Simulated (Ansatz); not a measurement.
## Band table of Mg2Sn

```
CELL_PARAMETERS angstrom
0.00000 3.40188 3.40188
3.40188 0.00000 3.40188
3.40188 3.40188 0.00000
ATOMIC_POSITIONS crystal
Mg 0.25000 0.25000 0.25000
Mg 0.75000 0.75000 0.75000
Sn 0.00000 0.00000 0.00000
```

Atom numbers follow the list: Mg1, Mg2, Sn3.

The cell is COD entry 1537878, as deposited and not checked against the literature; nothing was relaxed. The listed cell was then made from it by scaling, straining or moving an atom.

No spin–orbit coupling, which matters for the heavy atoms here.

Computed with DFT, LDA, all-electron LAPW, scalar-relativistic (Ansatz 0.2.0).

Numerical set-up: a Γ-centred 11×11×11 k mesh, Fermi–Dirac smearing of 0.08 eV, basis error target 0.5 meV/atom, no spin polarisation.

Path points, in fractions of the reciprocal vectors: Γ (0.000, 0.000, 0.000), X (0.500, 0.000, 0.500), U (0.625, 0.250, 0.625), K (0.375, 0.375, 0.750), L (0.500, 0.500, 0.500), W (0.500, 0.250, 0.750). Levels in eV from the Fermi level; bands 13 to 24, counted from the lowest band of the run. The gap is zero.

```
# k(1/Å) point b13 b14 b15 b16 b17 b18 b19 b20 b21 b22 b23 b24
0.000 Γ -20.83 -20.83 -20.83 -20.79 -20.79 -9.01 0.05 0.05 0.05 1.21 2.20 2.20
0.185 - -20.83 -20.82 -20.82 -20.79 -20.79 -8.91 -0.83 -0.35 -0.35 1.66 2.12 2.75
0.369 - -20.83 -20.82 -20.82 -20.79 -20.79 -8.60 -2.02 -1.01 -1.01 0.91 2.13 3.85
0.554 - -20.83 -20.82 -20.82 -20.79 -20.79 -8.13 -3.14 -1.55 -1.55 0.32 1.12 5.04
0.739 - -20.83 -20.82 -20.82 -20.79 -20.79 -7.60 -4.08 -1.89 -1.89 -0.04 0.46 6.21
0.923 X -20.83 -20.82 -20.82 -20.79 -20.79 -7.32 -4.49 -2.00 -2.00 -0.17 0.24 7.13
0.989 - -20.83 -20.82 -20.82 -20.79 -20.79 -7.32 -4.48 -2.14 -1.99 -0.07 0.34 7.00
1.054 - -20.83 -20.82 -20.82 -20.79 -20.79 -7.32 -4.43 -2.46 -1.95 0.07 0.69 6.67
1.119 - -20.83 -20.82 -20.82 -20.79 -20.79 -7.32 -4.34 -2.82 -1.89 0.17 1.25 6.19
1.185 - -20.83 -20.82 -20.82 -20.79 -20.79 -7.33 -4.23 -3.15 -1.80 0.28 1.90 5.74
1.250 U -20.83 -20.82 -20.82 -20.79 -20.79 -7.35 -4.09 -3.44 -1.69 0.41 2.61 5.31
1.363 - -20.83 -20.82 -20.82 -20.79 -20.79 -7.37 -4.00 -3.49 -1.85 0.85 3.01 4.15
1.476 - -20.82 -20.82 -20.82 -20.79 -20.79 -7.39 -3.96 -3.42 -2.14 1.75 2.88 3.53
1.589 - -20.82 -20.82 -20.82 -20.79 -20.79 -7.39 -3.96 -3.42 -2.14 1.75 2.88 3.53
1.702 - -20.83 -20.82 -20.82 -20.79 -20.79 -7.37 -4.00 -3.49 -1.85 0.85 3.01 4.15
1.816 K -20.83 -20.82 -20.82 -20.79 -20.79 -7.35 -4.09 -3.44 -1.69 0.41 2.61 5.31
2.011 - -20.82 -20.82 -20.82 -20.79 -20.79 -7.59 -3.80 -3.46 -1.23 0.93 4.19 4.25
2.207 - -20.82 -20.82 -20.82 -20.79 -20.79 -8.07 -3.41 -2.59 -0.68 1.57 3.21 3.31
2.403 - -20.83 -20.82 -20.82 -20.79 -20.79 -8.56 -2.44 -1.53 -0.21 1.93 2.48 2.69
2.599 - -20.83 -20.82 -20.82 -20.79 -20.79 -8.90 -1.10 -0.47 0.00 1.76 2.14 2.32
2.795 Γ -20.83 -20.83 -20.83 -20.79 -20.79 -9.01 0.05 0.05 0.05 1.21 2.20 2.20
2.955 - -20.83 -20.83 -20.83 -20.79 -20.79 -8.93 -0.92 -0.08 -0.08 1.49 2.39 2.39
3.115 - -20.83 -20.82 -20.82 -20.79 -20.79 -8.71 -2.25 -0.33 -0.33 1.15 2.68 2.68
3.275 - -20.83 -20.82 -20.82 -20.79 -20.79 -8.36 -3.44 -0.56 -0.56 0.82 2.59 2.59
3.435 - -20.83 -20.82 -20.82 -20.79 -20.79 -7.99 -4.33 -0.72 -0.72 0.62 2.38 2.38
3.595 L -20.83 -20.82 -20.82 -20.79 -20.79 -7.81 -4.69 -0.77 -0.77 0.56 2.29 2.29
3.725 - -20.82 -20.82 -20.82 -20.79 -20.79 -7.77 -4.63 -1.36 -0.89 1.08 2.07 2.56
3.856 - -20.82 -20.82 -20.82 -20.79 -20.79 -7.66 -4.46 -2.24 -1.26 1.66 1.87 3.47
3.987 - -20.82 -20.82 -20.82 -20.79 -20.79 -7.50 -4.19 -2.99 -1.79 1.96 2.09 4.30
4.117 - -20.82 -20.82 -20.82 -20.79 -20.79 -7.36 -3.88 -3.50 -2.31 2.29 2.53 3.50
4.248 W -20.82 -20.82 -20.82 -20.79 -20.79 -7.30 -3.69 -3.69 -2.58 2.69 2.94 2.94
4.340 - -20.83 -20.82 -20.82 -20.79 -20.79 -7.30 -3.97 -3.35 -2.53 2.09 2.12 3.85
4.432 - -20.83 -20.82 -20.82 -20.79 -20.79 -7.31 -4.20 -2.96 -2.42 1.31 1.42 4.80
4.525 - -20.83 -20.82 -20.82 -20.79 -20.79 -7.31 -4.36 -2.55 -2.25 0.61 0.82 5.79
4.617 - -20.83 -20.82 -20.82 -20.79 -20.79 -7.32 -4.46 -2.18 -2.08 0.07 0.40 6.68
4.710 X -20.83 -20.82 -20.82 -20.79 -20.79 -7.32 -4.49 -2.00 -2.00 -0.17 0.24 7.13
```
